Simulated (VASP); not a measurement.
The system is LiCl.

```
Li Cl
1.0
     3.73063    0.00000    0.00000
    -1.86531    3.23082    0.00000
     0.00000    0.00000    6.45568
Li Cl
2 2
Cartesian
  0.0000 2.1539 0.0332
  1.8653 1.0769 3.2611
  0.0000 2.1539 2.3876
  1.8653 1.0769 5.6155
```

The cell was built by a generator and needn't be a form met in nature.

The cell isn't the ideal one: epitaxial_xy strain -4.2%.

Base run:

| Item | Value |
| --- | --- |
| Program | VASP 6.6.1 |
| Functional | r2SCAN |
| Potentials or basis | VASP PAW PBE potentials, release 64 (Li_sv, Cl) |
| Cutoff | 520 eV |
| k mesh | 12 × 12 × 4 |
| Occupations | gaussian, width 0.01 eV |
| Spin | no spin polarisation |

Its results: band gap on the k mesh 6.83 eV, direct; largest force 0.023 eV/Å.

Task: The run is repeated on the same cell with these changes: functional from r2SCAN to PBE; occupations from gaussian, width 0.01 eV to fermi-dirac, width 0.02 eV. What comes out?

Result: Band gap on the k mesh 6.11 eV, direct; largest force 0.005 eV/Å.

Caveats: the PAW data sets were made with another functional, which shifts forces and pressure a little (some runs).

A k mesh can miss the band edges.
